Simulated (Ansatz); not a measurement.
# Eigenvalues along a path: K (diamond type)

```
CELL_PARAMETERS angstrom
0.00000 4.67383 4.67383
4.67383 0.00000 4.67383
4.67383 4.67383 0.00000
ATOMIC_POSITIONS crystal
K 0.87500 0.87500 0.87500
K 0.12500 0.12500 0.12500
```

The cell comes from a relaxation on PAW files under the same functional, begun from a prototype that needn't be the stable phase.

Level of theory: DFT with PBE, scalar-relativistic, in Ansatz 0.2.0; a Γ-centred 8×8×8 k mesh, Fermi–Dirac smearing of 0.1 eV, no spin polarisation. LAPW: all electrons, basis error target 1 meV/atom.

This run: volume at 0.92 of the series' base cell.

Path points, in fractions of the reciprocal vectors: Γ (0.000, 0.000, 0.000), X (0.500, 0.000, 0.500), U (0.625, 0.250, 0.625), K (0.375, 0.375, 0.750), L (0.500, 0.500, 0.500), W (0.500, 0.250, 0.750). The distance column jumps between branches of the path. Levels in eV from the Fermi level; bands 3 to 11, counted from the lowest band of the run. The gap is zero, the pressure 0.13 GPa.

```
# k(1/Å) point b3 b4 b5 b6 b7 b8 b9 b10 b11
0.000 Γ -16.12 -16.12 -16.12 -16.05 -16.05 -16.05 -1.76 2.43 2.43
0.084 - -16.12 -16.12 -16.12 -16.05 -16.04 -16.04 -1.73 2.35 2.35
0.168 - -16.12 -16.12 -16.12 -16.05 -16.04 -16.04 -1.64 2.18 2.21
0.252 - -16.13 -16.13 -16.11 -16.05 -16.04 -16.04 -1.50 1.97 2.08
0.336 - -16.13 -16.13 -16.11 -16.06 -16.04 -16.04 -1.29 1.77 1.87
0.420 - -16.13 -16.13 -16.10 -16.06 -16.03 -16.03 -1.03 1.41 1.61
0.504 - -16.13 -16.13 -16.10 -16.07 -16.03 -16.03 -0.72 0.94 1.49
0.588 - -16.14 -16.14 -16.09 -16.08 -16.03 -16.03 -0.37 0.48 1.43
0.672 X -16.14 -16.14 -16.08 -16.08 -16.03 -16.03 0.04 0.04 1.42
0.702 - -16.14 -16.14 -16.08 -16.08 -16.03 -16.03 0.04 0.04 1.35
0.732 - -16.14 -16.14 -16.08 -16.08 -16.03 -16.03 0.05 0.05 1.22
0.761 - -16.14 -16.14 -16.09 -16.08 -16.03 -16.03 0.06 0.07 1.07
0.791 - -16.14 -16.14 -16.09 -16.08 -16.03 -16.03 0.07 0.09 0.92
0.821 - -16.14 -16.14 -16.09 -16.08 -16.03 -16.03 0.09 0.12 0.78
0.850 - -16.14 -16.14 -16.09 -16.08 -16.03 -16.03 0.10 0.16 0.64
0.880 - -16.14 -16.13 -16.09 -16.08 -16.03 -16.03 0.09 0.20 0.53
0.910 U -16.14 -16.13 -16.09 -16.07 -16.03 -16.03 0.05 0.25 0.47
1.321 K -16.14 -16.13 -16.09 -16.07 -16.03 -16.03 0.05 0.25 0.47
1.411 - -16.14 -16.13 -16.10 -16.07 -16.03 -16.03 -0.26 0.43 0.52
1.500 - -16.14 -16.13 -16.10 -16.06 -16.04 -16.03 -0.62 0.67 0.73
1.589 - -16.13 -16.13 -16.11 -16.06 -16.04 -16.03 -0.96 0.95 1.00
1.678 - -16.13 -16.13 -16.11 -16.05 -16.04 -16.04 -1.24 1.27 1.32
1.767 - -16.13 -16.12 -16.12 -16.05 -16.04 -16.04 -1.47 1.61 1.67
1.856 - -16.12 -16.12 -16.12 -16.05 -16.04 -16.04 -1.63 1.96 2.03
1.945 - -16.12 -16.12 -16.12 -16.05 -16.04 -16.04 -1.73 2.27 2.32
2.034 Γ -16.12 -16.12 -16.12 -16.05 -16.05 -16.05 -1.76 2.43 2.43
2.107 - -16.12 -16.12 -16.12 -16.05 -16.04 -16.04 -1.74 2.28 2.41
2.180 - -16.12 -16.12 -16.12 -16.05 -16.04 -16.04 -1.67 1.96 2.36
2.253 - -16.12 -16.12 -16.12 -16.05 -16.04 -16.04 -1.56 1.57 2.30
2.325 - -16.12 -16.12 -16.12 -16.05 -16.04 -16.04 -1.41 1.17 2.25
2.398 - -16.13 -16.13 -16.12 -16.05 -16.04 -16.04 -1.22 0.76 2.21
2.471 - -16.13 -16.13 -16.12 -16.05 -16.04 -16.04 -1.00 0.38 2.18
2.544 - -16.13 -16.13 -16.12 -16.05 -16.04 -16.04 -0.76 0.05 2.16
2.616 L -16.13 -16.13 -16.12 -16.05 -16.04 -16.04 -0.61 -0.14 2.16
2.676 - -16.13 -16.13 -16.12 -16.05 -16.04 -16.04 -0.59 -0.12 2.08
2.735 - -16.13 -16.13 -16.11 -16.05 -16.04 -16.03 -0.55 -0.09 1.89
2.795 - -16.13 -16.13 -16.11 -16.06 -16.04 -16.03 -0.47 -0.04 1.66
2.854 - -16.14 -16.13 -16.10 -16.06 -16.03 -16.03 -0.36 0.04 1.38
2.914 - -16.14 -16.13 -16.10 -16.07 -16.03 -16.03 -0.23 0.14 1.11
2.973 - -16.14 -16.13 -16.09 -16.07 -16.03 -16.03 -0.07 0.25 0.85
3.032 - -16.14 -16.14 -16.09 -16.08 -16.03 -16.03 0.11 0.35 0.64
3.092 W -16.14 -16.14 -16.08 -16.08 -16.03 -16.03 0.29 0.29 0.63
3.134 - -16.14 -16.14 -16.08 -16.08 -16.03 -16.03 0.27 0.27 0.66
3.176 - -16.14 -16.14 -16.08 -16.08 -16.03 -16.03 0.22 0.22 0.74
3.218 - -16.14 -16.14 -16.08 -16.08 -16.03 -16.03 0.17 0.17 0.85
3.260 - -16.14 -16.14 -16.08 -16.08 -16.03 -16.03 0.13 0.13 0.97
3.302 - -16.14 -16.14 -16.08 -16.08 -16.03 -16.03 0.09 0.09 1.10
3.344 - -16.14 -16.14 -16.08 -16.08 -16.03 -16.03 0.06 0.06 1.23
3.386 - -16.14 -16.14 -16.08 -16.08 -16.03 -16.03 0.04 0.04 1.36
3.428 X -16.14 -16.14 -16.08 -16.08 -16.03 -16.03 0.04 0.04 1.42
```
